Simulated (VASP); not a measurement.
The system is BaS.

```
Ba S
1.0
     0.00000    3.19375    3.19375
     3.19375    0.00000    3.19375
     3.19375    3.19375    0.00000
Ba S
1 1
Direct
  0.00000 0.00000 0.00000
  0.50000 0.50000 0.50000
```

Base run:

```yaml
Program: VASP 6.6.1
Functional: BLYP
Potentials_or_basis: VASP PAW PBE potentials, release 64 (Ba_sv, S)
Cutoff: 520 eV
k_mesh: 7 × 7 × 7
Occupations: fermi-dirac, width 0.05 eV
Spin: no spin polarisation
```

Its results: band gap on the k mesh 2.25 eV, indirect (least direct gap 2.39 eV).

Problem. After a change of settings the same cell gave: band gap on the k mesh 2.50 eV, indirect (least direct gap 2.65 eV). Which change was it?
A. functional from BLYP to RPBE; further incar settings from ALGO = Normal; EDIFF = 1e-06 to ALGO = Normal; EDIFF = 1e-06; NBANDS = 15
B. functional from BLYP to revPBE; further incar settings from ALGO = Normal; EDIFF = 1e-06 to ALGO = Normal; EDIFF = 1e-07; NBANDS = 15
C. functional from BLYP to PW91; further incar settings from ALGO = Normal; EDIFF = 1e-06 to ALGO = Normal; EDIFF = 1e-07
D. functional from BLYP to rSCAN

Solution. D.

rSCAN gives the wider gap, since meta-GGAs in the generalised Kohn-Sham scheme recover part of the derivative discontinuity.

Caveats: spin-orbit coupling is left out, which moves the levels of the heavy elements.
